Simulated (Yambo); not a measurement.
# Sb (Im-3m) in Yambo: notebook

One crystal, Sb, is run at these levels: PBEsol; tasks: Hartree-Fock levels, G0W0 quasiparticle levels.

All numbers are computed with Yambo 5.3.0; they aren't measurements. Logs are shortened: lines on timing, memory, paths and dates and some standing lists are left out, and cuts for length are marked.

## (1) The structure

It takes space group Im-3m (No. 229, cubic). Conventional cell: a = 3.743 Å, b = 3.743 Å, c = 3.743 Å, α = 90.00°, β = 90.00°, γ = 90.00°. Sb (site symmetry m-3m) is surrounded by 8 Sb at 3.24 Å.

This isn't the form of Sb at room conditions, which is rhombohedral.

## (2) Hartree-Fock levels, PBEsol

The input, hf1.in:

```
rim_cut
HF_and_locXC
RandQpts= 1000000
RandGvec= 50 RL
EXXRLvcs= 100 Ry
VXCRLvcs= 100 Ry
% QPkrange
 1 | 16 | 8 | 15 |
%
```

The input, scf.in:

```
&CONTROL
  calculation = 'scf'
  prefix = 'pwscf'
  outdir = './tmp'
  pseudo_dir = './pseudo'
/
&SYSTEM
  ibrav = 0
  nat = 1
  ntyp = 1
  ecutwfc = 100
  nbnd = 18
  occupations = 'smearing'
  smearing = 'fd'
  degauss = 0.00367493
  force_symmorphic = .true.
/
&ELECTRONS
  conv_thr = 2d-10
  electron_maxstep = 120
  mixing_beta = 0.5
/
ATOMIC_SPECIES
Sb   121.7600 Sb.upf
CELL_PARAMETERS angstrom
  -1.8713408863    1.8713408863    1.8713408863
   1.8713408863   -1.8713408863    1.8713408863
   1.8713408863    1.8713408863   -1.8713408863
ATOMIC_POSITIONS angstrom
Sb     0.0000000000    0.0000000000    0.0000000000
K_POINTS automatic
10 10 10 0 0 0
```

The input, nscf.in:

```
&CONTROL
  calculation = 'nscf'
  prefix = 'pwscf'
  outdir = './tmp'
  pseudo_dir = './pseudo'
/
&SYSTEM
  ibrav = 0
  nat = 1
  ntyp = 1
  ecutwfc = 100
  nbnd = 312
  occupations = 'smearing'
  smearing = 'fd'
  degauss = 0.00367493
  force_symmorphic = .true.
/
&ELECTRONS
  conv_thr = 1d-08
  diago_full_acc = .true.
  diago_thr_init = 1d-06
/
ATOMIC_SPECIES
Sb   121.7600 Sb.upf
CELL_PARAMETERS angstrom
  -1.8713408863    1.8713408863    1.8713408863
   1.8713408863   -1.8713408863    1.8713408863
   1.8713408863    1.8713408863   -1.8713408863
ATOMIC_POSITIONS angstrom
Sb     0.0000000000    0.0000000000    0.0000000000
K_POINTS automatic
6 6 6 0 0 0
```

Potentials or basis: PseudoDojo 0.4 SR PBEsol stringent.

Command:

```sh
OMP_NUM_THREADS=1 pw.x -in scf.in > scf.out
OMP_NUM_THREADS=1 pw.x -in nscf.in > nscf.out
cd tmp/pwscf.save; p2y; mv SAVE ../..; cd ../..
OMP_NUM_THREADS=1 yambo
mkdir -p hf1; ln -s $PWD/g0w00/ndb.RIM hf1/
OMP_NUM_THREADS=1 yambo -F hf1.in -J hf1 -C hf1_out
```

Yambo's report:

```text
[... sections 02.01 to 02.04 as in the set-up run ...]

  [02.05] Energies & Occupations
  ==============================

  [X] === General ===
  [X] Electronic Temperature                        :  0.258606E-1   300.100    [eV K]
  [X] Bosonic    Temperature                        :  0.258606E-1   300.100    [eV K]
  [X] Finite Temperature mode                       : yes
  [X] El. density                                   :  0.87742E+24 [cm-3]
  [X] Fermi Level                                   :  13.76614 [eV]

  [X] === Gaps and Widths ===
  [X] Conduction Band Min                           :  13.76614 [eV]
  [X] Valence Band Max                              :  13.76614 [eV]
  [X] Filled Bands                                  :  10
  [X] Metallic Bands                                :  11  13
  [X] Empty Bands                                   :   14  312

  [X] === Metallic Characters ===
  [X] N of el / N of met el                         :  23.00000   2.88775
  [X] Average metallic occ.                         :  0.240646

  [WARNING] [X] Metallic system

 [03] Transferred momenta grid and indexing
 ==========================================

 IBZ Q-points                                      :  16
 BZ  Q-points                                      :  216

 K/Q-points units:
 rlu = crystal or reduced units; cc = cartesian coordinates; iku = interal k-units

 Q [ 1]         [rlu]:  0.000000  0.000000  0.000000
 Q [ 2]         [rlu]: -0.11258E-18 -0.11258E-18  0.16667
 Q [ 3]         [rlu]: -0.22516E-18 -0.22516E-18  0.33333
 Q [ 4]         [rlu]:  0.33774E-18  0.33774E-18 -0.50000
 Q [ 5]         [rlu]: -0.73575E-16  0.16667      0.16667
 Q [ 6]         [rlu]:  0.23569E-16  0.16667      0.33333
 Q [ 7]         [rlu]:  0.85356E-16  0.33333      0.33333
 Q [ 8]         [rlu]:  0.166667  0.166667  0.166667
 Q [ 9]         [rlu]:  0.166667  0.166667  0.333333
 Q [10]         [rlu]:  0.166667  0.166667 -0.166667
 Q [11]         [rlu]:  0.166667  0.333333 -0.333333
 Q [12]         [rlu]:  0.166667  0.500000 -0.500000
 Q [13]         [rlu]:  0.166667  0.500000 -0.333333
 Q [14]         [rlu]:  0.333333  0.333333 -0.333333
 Q [15]         [rlu]:  0.333333  0.500000 -0.500000
 Q [16]         [rlu]:  0.500000  0.500000 -0.500000

 [04] Coloumb potential Random Integration (RIM)
 ===============================================

 Summary of Coulomb integrals for non-metallic bands |Q|[au] RIM/Bare

 Q [1] 0.100000E-4 0.996643 * Q [2] 0.209393 1.068685
 Q [10] 0.296126 1.040682 * Q [5] 0.362679 1.024436
 Q [3] 0.418786 1.018779 * Q [11] 0.468217 1.016066
 Q [8] 0.512906 1.013371 * Q [6] 0.554001 1.011889
 Q [14] 0.592252 1.011072 * Q [13] 0.628179 1.010019
 Q [4] 0.628179 1.009802 * Q [12] 0.662158 1.009224
 Q [9] 0.694478 1.008566 * Q [7] 0.725358 1.008082
 Q [15] 0.754977 1.007791 * Q [16] 0.888379 1.006405

 [05] Local Exchange-Correlation + Non-Local Fock
 ================================================

 [VXC] Plane waves :  3055
 [EXS] Plane waves :  3055

 QP @ state[ 1 ] K range:   1  16
 QP @ state[ 1 ] b range:   8  15

 [WF-HF/Rho loader] Normalization (few states)  min/max  :  0.39921E-16   1.0000

 [xc] Functional : Perdew, Burke & Ernzerhof SOL(X)+Perdew, Burke & Ernzerhof SOL(C)
 [xc] LIBXC used to calculate xc functional
  PP Number of Atomic Species                      :  1
  NLCC RL compoments                               :  24103
  PP Number of Atomic Species                      :  1
  NLCC RL compoments                               :  24103
 [WR./hf1//ndb.HF_and_locXC]-----------------------------------------------------
  Brillouin Zone Q/K grids (IBZ/BZ)                :   16  216   16  216
  RL vectors                                       :   4537 [WF]
  Fragmentation                                    : no
  Electronic Temperature                           :  300.1000 [K]
  Bosonic    Temperature                           :  300.1000 [K]
  Green`s function   wavefunctions                 : Perdew, Burke & Ernzerhof SOL(X)+Perdew, Burke & Ernzerhof SOL(C)
  Total number of QP states                        :  128
  Exchange RL vectors                              :  3055
  Exchange summation bands                         :  13
  RIM RL components                                :   55
  RIM random points                                :  1000000

 [xc] E_xc :  -18.91692 [Ha]
      E_xc :  -37.83385 [Ry]

  Local XC kind (lXC) : Perdew, Burke & Ernzerhof SOL(X)+Perdew, Burke & Ernzerhof SOL(C)
  Non-Local XC kind (nlXC) : Hartree-Fock

  Corrections @ K [1] :  [eV]
 <8|nlXC|8> = -42.44050  0.40570E-17 <8|lXC|8> = -31.82523  0.000000
 <9|nlXC|9> = -42.44050 -0.12329E-16 <9|lXC|9> = -31.82523  0.000000
 <10|nlXC|10> = -18.90925  0.67027E-18 <10|lXC|10> = -12.24111  0.000000
 <11|nlXC|11> = -8.540244 -0.22187E-17 <11|lXC|11> = -14.16471  0.000000
 <12|nlXC|12> = -8.540242  0.15366E-17 <12|lXC|12> = -14.16471  0.000000
 <13|nlXC|13> = -8.540229  0.34915E-17 <13|lXC|13> = -14.16471  0.000000
 <14|nlXC|14> = -5.956175 -0.17312E-17 <14|lXC|14> = -12.08441 -0.75527E-15
 <15|nlXC|15> = -5.956176 -0.48735E-19 <15|lXC|15> = -12.08441  0.000000

  Corrections @ K [2] :  [eV]
 <8|nlXC|8> = -42.43138  0.10168E-16 <8|lXC|8> = -31.81287  0.000000
 <9|nlXC|9> = -42.44216  0.12651E-16 <9|lXC|9> = -31.82430  0.000000
 <10|nlXC|10> = -18.72133 -0.55092E-17 <10|lXC|10> = -12.31967  0.000000
 <11|nlXC|11> = -9.503416 -0.71161E-17 <11|lXC|11> = -13.13256  0.000000
 <12|nlXC|12> = -8.737832  0.29993E-17 <12|lXC|12> = -13.55376  0.000000
 <13|nlXC|13> = -8.173236 -0.42645E-18 <13|lXC|13> = -13.59445  0.000000
 <14|nlXC|14> = -5.066587 -0.23617E-17 <14|lXC|14> = -10.71826  0.000000
 <15|nlXC|15> = -5.342368  0.10356E-17 <15|lXC|15> = -10.97132  0.000000

  Corrections @ K [3] :  [eV]
 <8|nlXC|8> = -42.44561  0.39689E-17 <8|lXC|8> = -31.82262  0.000000
 <9|nlXC|9> = -42.49334  0.10755E-16 <9|lXC|9> = -31.87826  0.000000
 <10|nlXC|10> = -18.24068 -0.37563E-17 <10|lXC|10> = -12.67444  0.000000
 <11|nlXC|11> = -13.47130 -0.18218E-16 <11|lXC|11> = -12.14087  0.18882E-15
 <12|nlXC|12> = -9.256950 -0.21735E-17 <12|lXC|12> = -13.07267  0.000000
 <13|nlXC|13> = -7.733955  0.30268E-17 <13|lXC|13> = -12.73790 -0.47204E-16
 <14|nlXC|14> = -6.075810  0.53597E-18 <14|lXC|14> = -11.22801 -0.23602E-16
 <15|nlXC|15> = -5.879568  0.47822E-18 <15|lXC|15> = -11.05364  0.47204E-16

  Corrections @ K [4] :  [eV]
 <8|nlXC|8> = -42.44621  0.20556E-16 <8|lXC|8> = -31.82847  0.15105E-14
 <9|nlXC|9> = -42.54540 -0.82442E-18 <9|lXC|9> = -31.93738  0.000000
 <10|nlXC|10> = -18.21237  0.53853E-17 <10|lXC|10> = -13.75511  0.000000
 <11|nlXC|11> = -14.38985 -0.57440E-17 <11|lXC|11> = -10.88651  0.000000
 <12|nlXC|12> = -9.517033  0.60058E-17 <12|lXC|12> = -12.91021  0.000000
 <13|nlXC|13> = -7.651648 -0.53135E-17 <13|lXC|13> = -12.44488  0.000000
 <14|nlXC|14> = -6.447621 -0.29395E-18 <14|lXC|14> = -11.39910 -0.94408E-16
 <15|nlXC|15> = -6.123247 -0.26513E-17 <15|lXC|15> = -11.09706  0.000000

  Corrections @ K [5] :  [eV]
 <8|nlXC|8> = -42.44274 -0.99726E-17 <8|lXC|8> = -31.82004  0.000000
 <9|nlXC|9> = -42.46075  0.60613E-17 <9|lXC|9> = -31.84151  0.000000
 <10|nlXC|10> = -18.37749  0.54204E-17 <10|lXC|10> = -12.52732  0.000000
 <11|nlXC|11> = -12.78911 -0.16501E-16 <11|lXC|11> = -12.81947  0.000000
 <12|nlXC|12> = -8.878053 -0.70149E-17 <12|lXC|12> = -12.07387  0.000000
 <13|nlXC|13> = -8.150210 -0.40971E-17 <13|lXC|13> = -12.84370  0.000000
 <14|nlXC|14> = -6.077167 -0.71948E-18 <14|lXC|14> = -11.71981 -0.11801E-16
 <15|nlXC|15> = -5.160026  0.71792E-19 <15|lXC|15> = -11.07155  0.000000
[... 81 lines left out ...]
  Corrections @ K [14] :  [eV]
 <8|nlXC|8> = -42.47021  0.30755E-17 <8|lXC|8> = -31.84820  0.000000
 <9|nlXC|9> = -42.48132  0.10638E-17 <9|lXC|9> = -31.86348  0.000000
 <10|nlXC|10> = -17.59891  0.29684E-16 <10|lXC|10> = -13.21194  0.000000
 <11|nlXC|11> = -12.91378 -0.75194E-17 <11|lXC|11> = -12.95636 -0.94408E-16
 <12|nlXC|12> = -12.33895  0.10107E-17 <12|lXC|12> = -12.15538  0.000000
 <13|nlXC|13> = -12.33895 -0.55853E-18 <13|lXC|13> = -12.15538  0.47204E-16
 <14|nlXC|14> = -5.702064 -0.29790E-18 <14|lXC|14> = -9.944388  0.94408E-16
 <15|nlXC|15> = -5.398070  0.73560E-17 <15|lXC|15> = -11.06768  0.000000

  Corrections @ K [15] :  [eV]
 <8|nlXC|8> = -42.49793  0.59327E-17 <8|lXC|8> = -31.88012  0.000000
 <9|nlXC|9> = -42.53321 -0.61074E-17 <9|lXC|9> = -31.92089  0.000000
 <10|nlXC|10> = -17.53671  0.15655E-16 <10|lXC|10> = -14.30417 -0.94408E-16
 <11|nlXC|11> = -13.46673  0.44324E-17 <11|lXC|11> = -11.36655  0.47204E-16
 <12|nlXC|12> = -12.72597 -0.20482E-16 <12|lXC|12> = -12.02899  0.000000
 <13|nlXC|13> = -10.87184  0.88357E-18 <13|lXC|13> = -12.60174 -0.47204E-16
 <14|nlXC|14> = -6.065614 -0.97200E-18 <14|lXC|14> = -10.48648  0.000000
 <15|nlXC|15> = -5.765933  0.40639E-18 <15|lXC|15> = -10.48719  0.000000

  Corrections @ K [16] :  [eV]
 <8|nlXC|8> = -42.52858  0.19449E-17 <8|lXC|8> = -31.91540  0.000000
 <9|nlXC|9> = -42.52859 -0.64005E-17 <9|lXC|9> = -31.91540  0.000000
 <10|nlXC|10> = -17.25376  0.60956E-17 <10|lXC|10> = -15.33672 -0.94408E-16
 <11|nlXC|11> = -13.11575  0.48830E-17 <11|lXC|11> = -11.89996  0.000000
 <12|nlXC|12> = -13.11575  0.95164E-17 <12|lXC|12> = -11.89996 -0.35403E-16
 <13|nlXC|13> = -13.11577  0.59236E-17 <13|lXC|13> = -11.89996  0.000000
 <14|nlXC|14> = -6.152195  0.53129E-18 <14|lXC|14> = -10.03121 -0.47204E-16
 <15|nlXC|15> = -6.152180  0.27447E-17 <15|lXC|15> = -10.03121 -0.47204E-16

  [05.01] Hartree-Fock occupations report
  =======================================

  [Hartree-Fock] === General ===
  [Hartree-Fock] Electronic Temperature             :  0.258606E-1   300.100    [eV K]
  [Hartree-Fock] Bosonic    Temperature             :  0.258606E-1   300.100    [eV K]
  [Hartree-Fock] Finite Temperature mode            : yes
  [Hartree-Fock] El. density                        :  0.87742E+24 [cm-3]
  [Hartree-Fock] Fermi Level                        :  13.76614 [eV]

  [Hartree-Fock] === Gaps and Widths ===
  [Hartree-Fock] Conduction Band Min                :  13.76614 [eV]
  [Hartree-Fock] Valence Band Max                   :  13.76614 [eV]
  [Hartree-Fock] Filled Bands                       :  10
  [Hartree-Fock] Metallic Bands                     :  11  13
  [Hartree-Fock] Empty Bands                        :   14  312

  [Hartree-Fock] === Metallic Characters ===
  [Hartree-Fock] N of el / N of met el              :  23.00000   2.88775
  [Hartree-Fock] Average metallic occ.              :  0.240646

  [WARNING] [Hartree-Fock] Metallic system
```

Wall time 2.6 min (1 thread of Intel Xeon 6975P-C (Granite Rapids), shared host); peak memory 0.29 GiB.

What came out:

| Property | Result |
| --- | --- |
| Band gap on the k mesh, mean-field level | none (metal or under the smearing width) |

Quasiparticle terms (eV):
```tsv
k point	band	Kohn-Sham level	Vxc	Σx	Σc	Z	result
(0.000, 0.000, 0.000)	8	-28.62	-31.83	-42.44	-	-	-39.24
(0.000, 0.000, 0.000)	9	-28.62	-31.83	-42.44	-	-	-39.24
(0.000, 0.000, 0.000)	10	-12.59	-12.24	-18.91	-	-	-19.26
(0.000, 0.000, 0.000)	11	6.16	-14.16	-8.54	-	-	11.79
(0.000, 0.000, 0.000)	12	6.16	-14.16	-8.54	-	-	11.79
(0.000, 0.000, 0.000)	13	6.16	-14.16	-8.54	-	-	11.79
(0.000, 0.000, 0.000)	14	11.90	-12.08	-5.96	-	-	18.03
(0.000, 0.000, 0.000)	15	11.90	-12.08	-5.96	-	-	18.03
(0.000, 0.000, 0.167)	8	-28.63	-31.81	-42.43	-	-	-39.25
(0.000, 0.000, 0.167)	9	-28.62	-31.82	-42.44	-	-	-39.24
(0.000, 0.000, 0.167)	10	-12.00	-12.32	-18.72	-	-	-18.40
(0.000, 0.000, 0.167)	11	2.67	-13.13	-9.50	-	-	6.30
(0.000, 0.000, 0.167)	12	4.68	-13.55	-8.74	-	-	9.50
(0.000, 0.000, 0.167)	13	5.67	-13.59	-8.17	-	-	11.09
(0.000, 0.000, 0.167)	14	9.24	-10.72	-5.07	-	-	14.90
(0.000, 0.000, 0.167)	15	9.63	-10.97	-5.34	-	-	15.26
(0.000, 0.000, 0.333)	8	-28.62	-31.82	-42.45	-	-	-39.25
(0.000, 0.000, 0.333)	9	-28.60	-31.88	-42.49	-	-	-39.22
(0.000, 0.000, 0.333)	10	-10.26	-12.67	-18.24	-	-	-15.83
(0.000, 0.000, 0.333)	11	-2.26	-12.14	-13.47	-	-	-3.59
```

Caveat: the k mesh is coarse (spacing up to 0.40 Å⁻¹), so the values aren't converged; the ground state has no gap, which makes the many-body step unreliable. The run has no spin-orbit coupling, so splittings on Sb are missing.

(Continued in part 2 of 2.)
